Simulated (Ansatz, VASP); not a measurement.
# One calculation of InSe, two programs

```
In Se
1.0
     5.70745   -2.01271    0.00000
     5.70745    2.01271    0.00000
    -1.68806    0.00000    4.67395
In Se
2 2
Cartesian
  10.0597 0.0000 0.2189
  -0.3328 0.0000 4.4550
  6.4152 0.0000 3.1267
  3.3117 0.0000 1.5473
```

Change from the starting cell: volume scaled by 0.94.

Alike in both runs: task single point; functional PBE; k mesh 7 × 7 × 6; occupations fermi-dirac, width 0.05 eV; no spin polarisation.

|  | VASP | Ansatz |
| --- | --- | --- |
| version | VASP 6.6.1 | Ansatz 0.2.0 |
| potentials or method | VASP PAW PBE potentials, release 64 (In_d, Se) | Ansatz PAW |
| plane-wave cutoff (eV) | 520 | 420 |
| valence electrons in the cell | 38 | 58 |

|  | VASP | Ansatz | Ansatz less VASP |
| --- | --- | --- | --- |
| gap on the k mesh at the Fermi level (eV) | 1.24 | 1.25 | +0.009 |
| least direct gap on the mesh (eV) | 1.42 | 1.43 | +0.008 |
| pressure (GPa) | 5.3 | 5.3 | -0.06 |
| largest component of the traceless stress (GPa) | 0.62 | 0.61 | -0.007 |
| rms of the force components (eV/Å) | 0.356 | 0.348 | -0.0087 |

Atom by atom the forces differ by 0.010 eV/Å (rms over components). With one functional, cell and mesh, what is left measures potentials, basis and numerics. The two sets of potentials don't hold the same shells in valence.

Caveats: spin-orbit coupling is left out, which moves the levels of the heavy elements; an odd mesh through Γ misses points on the zone boundary, where band edges often lie (VASP); odd divisions of the mesh miss points on the zone boundary, where band edges often lie, so the gap on the mesh can be too wide (Ansatz).
